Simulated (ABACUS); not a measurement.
# HfB2 under changes of volume

One of the cells (9.905 Å³/atom); the others are scaled copies at fixed shape and fractional positions:

```xyz
3
Lattice="3.1400 0.0000 0.0000 -1.5700 2.7193 0.0000 0.0000 0.0000 3.4800" Properties=species:S:1:pos:R:3 pbc="T T T"
Hf    0.0000    0.0000    0.0000
B     1.5700    0.9064    1.7400
B     0.0000    1.8129    1.7400
```

```yaml
Program: ABACUS 3.10.1
Functional: PBE
Potentials_or_basis: PseudoDojo NC SR 0.4.1 PBE standard
Cutoff: 1361 eV
Density_cutoff: 5442 eV
Basis: DZP LCAO (the cutoffs set its grid)
k_mesh: 10 × 10 × 8
Occupations: fermi-dirac, width 0.05 eV
Spin: no spin polarisation
```

```csv
volume (Å³/atom),energy over the lowest point (meV/atom),pressure (GPa)
9.311,41.30,20.7
9.509,19.92,14.0
9.707,6.40,8.0
9.905,0.00,2.5
10.103,0.05,-2.5
10.301,?,?
10.499,17.19,-11.1
```

What does the run at 10.301 Å³/atom give?

Energy over the lowest point 5.96 meV/atom; pressure -7.0 GPa.

Worked out: A Birch-Murnaghan fit of order 3 (a polynomial in V^(-2/3)) to the other rows has its minimum at 10.00 Å³/atom with B0 = V·E''(V) = 251 GPa and B' = 3.9 at fixed shape and positions, which overstates the stiffness. It gives 5.96 meV/atom at 10.301 Å³/atom, against the run's 5.96, and -dE/dV = -7.0 GPa, against -7.0.

Energies are extrapolated to zero smearing.

Caveats: the atomic orbitals were generated for these runs and aren't a published set; the basis of atomic orbitals isn't converged, which shifts pressures, moduli and gaps.
